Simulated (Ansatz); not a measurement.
Crystal: CdTe.

```
Te Cd
1.0
     0.00000    3.20500    3.20500
     3.20500    0.00000    3.20500
     3.20500    3.20500    0.00000
Te Cd
1 1
Cartesian
  4.8075 4.8075 4.8075
  0.0000 0.0000 0.0000
```

Base run:

```yaml
Program: Ansatz 0.2.0
Functional: RPBE
Potentials_or_basis: all-electron LAPW, scalar-relativistic
Cutoff: 260 eV
Density_cutoff: 1039 eV
Basis_error_allowed: 0.001 eV/atom
k_mesh: 7 × 7 × 7
Occupations: fermi-dirac, width 0.05 eV
Spin: no spin polarisation
```

Its results: band gap on the k mesh 1.03 eV, direct; pressure 6.0 GPa.

**Question.** After a change of settings the same cell gave: band gap on the k mesh 0.78 eV, direct; pressure 6.9 GPa. Which change was it?
A. functional from RPBE to revPBE
B. functional from RPBE to BLYP
C. functional from RPBE to PBEsol; occupations from fermi-dirac, width 0.05 eV to gaussian, width 0.1 eV
D. functional from RPBE to PBEsol

**Answer.** B.

Caveats: spin-orbit coupling is left out, which moves the levels of the heavy elements.

Not every run made on this cell is shown here.
